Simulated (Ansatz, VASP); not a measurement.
# Two plane-wave programs on Si

File INCAR:

```
PREC = Accurate
ENCUT = 520
EDIFF = 1E-7
ISMEAR = 0
SIGMA = 0.01
LREAL = Auto
LASPH = T
NELM = 60
ALGO = Normal
ISIF = 2
LWAVE = F
LCHARG = T
GGA = PE
LELF = T
LVHAR = T
NBANDS = 46
```

Contents of KPOINTS:

```
Automatic mesh
0
Gamma
  1 1 1
```

Contents of POSCAR:

```
Si
1.0
    0.0000000000      5.4700936590     -5.4700936590
    5.4700936590      5.4700936590      0.0000000000
    5.4700936590      0.0000000000     -5.4700936590
Si
16
Direct
    0.3750000000      0.3750000000      0.3750000000
    0.3750000000      0.8750000000      0.3750000000
    0.8750000000      0.3750000000      0.3750000000
    0.8750000000      0.8750000000      0.3750000000
    0.3750000000      0.3750000000      0.8750000000
    0.3750000000      0.8750000000      0.8750000000
    0.8750000000      0.3750000000      0.8750000000
    0.8750000000      0.8750000000      0.8750000000
    0.5000000000      0.5000000000      0.0000000000
    0.5000000000      0.0000000000      0.0000000000
    1.0000000000      0.5000000000      0.0000000000
    1.0000000000      0.0000000000      0.0000000000
    0.5000000000      0.5000000000      0.5000000000
    0.5000000000      0.0000000000      0.5000000000
    1.0000000000      0.5000000000      0.5000000000
    1.0000000000      0.0000000000      0.5000000000
```

Input for Ansatz:

```yaml
crystal:
  lattice:
    - [0.0, 5.470093659, -5.470093659]
    - [5.470093659, 5.470093659, 0.0]
    - [5.470093659, 0.0, -5.470093659]
  atoms:
    - { symbol: Si, position: [0.375, 0.375, 0.375] }
    - { symbol: Si, position: [0.375, 0.875, 0.375] }
    - { symbol: Si, position: [0.875, 0.375, 0.375] }
    - { symbol: Si, position: [0.875, 0.875, 0.375] }
    - { symbol: Si, position: [0.375, 0.375, 0.875] }
    - { symbol: Si, position: [0.375, 0.875, 0.875] }
    - { symbol: Si, position: [0.875, 0.375, 0.875] }
    - { symbol: Si, position: [0.875, 0.875, 0.875] }
    - { symbol: Si, position: [0.5, 0.5, 0.0] }
    - { symbol: Si, position: [0.5, 0.0, 0.0] }
    - { symbol: Si, position: [1.0, 0.5, 0.0] }
    - { symbol: Si, position: [1.0, 0.0, 0.0] }
    - { symbol: Si, position: [0.5, 0.5, 0.5] }
    - { symbol: Si, position: [0.5, 0.0, 0.5] }
    - { symbol: Si, position: [1.0, 0.5, 0.5] }
    - { symbol: Si, position: [1.0, 0.0, 0.5] }
basis:
  ecutwfc: 420
  xc_grid: 2
kpoints:
  mp_grid: { grid: [1, 1, 1], shift: [0.0, 0.0, 0.0] }
hamiltonian:
  xc: pbe
scf:
  occupations: { method: gaussian, width: 0.01 }
output:
  forces: true
  stress: true
  eigenvalues: true
```

Alike in both runs: task single point; functional PBE; k mesh 1 × 1 × 1; occupations gaussian, width 0.01 eV; no spin polarisation.

```csv
,VASP,Ansatz
version,VASP 6.6.1,Ansatz 0.2.0
potentials or method,"VASP PAW PBE potentials, release 64 (Si)","scalar-relativistic, plane waves, PAW"
plane-wave cutoff (eV),520,420
valence electrons in the cell,64,64
```

```tsv
	VASP	Ansatz	Ansatz less VASP
gap on the k mesh at the Fermi level (eV)	0.64	0.64	-0.001
least direct gap on the mesh (eV)	0.64	0.64	-0.001
pressure (GPa)	7.4	7.4	+0.06
```

The functional is the same, so the differences come from potentials, cutoffs and numerics.

Caveats: the k mesh is coarse (spacing up to 0.99 Å⁻¹), so the values aren't converged; an odd mesh through Γ misses points on the zone boundary, where band edges often lie.
